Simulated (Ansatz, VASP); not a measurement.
**Two plane-wave programs on MnS**

```
Mn S
1.0
     0.00000    2.47346    2.47346
     2.47346    0.00000    2.47346
     2.47346    2.47346    0.00000
Mn S
1 1
Direct
  0.00000 0.00000 0.00000
  0.75000 0.75000 0.75000
```

The cell is a database's computed one.

Alike in both runs: functional revPBE; k mesh 9 × 9 × 9; occupations gaussian, width 0.01 eV; collinear spin; Hubbard terms Mn d U = 4.5 eV.

|  | VASP | Ansatz |
| --- | --- | --- |
| version | VASP 6.6.1 | Ansatz 0.2.0 |
| potentials or method | VASP PAW PBE potentials, release 64 (Mn_pv, S) | Ansatz PAW |
| plane-wave cutoff (eV) | 520 | 420 |
| valence electrons in the cell | 19 | 21 |
| task | single point | band structure |

|  | VASP | Ansatz | Ansatz less VASP |
| --- | --- | --- | --- |
| gap on the k mesh at the Fermi level (eV) | none | none | - |
| net moment per atom (μB) | 2.30 | 2.31 | +0.008 |
| size of the moment on the site where the two differ most (μB) | 4.25 | 3.79 | -0.466 |

Site moments also hang on the region over which each program counts them. The programs project onto different local orbitals, so the same U acts differently. A gap of «none» marks a metal or a gap that the smearing closes. The two sets of potentials don't hold the same shells in valence.

Caveats: a cell with one magnetic atom can't hold antiferromagnetic order, which such compounds often take; the magnetic or orbital state may not be the lowest (Ansatz). The state reached can hang on the start; a lower one may exist.
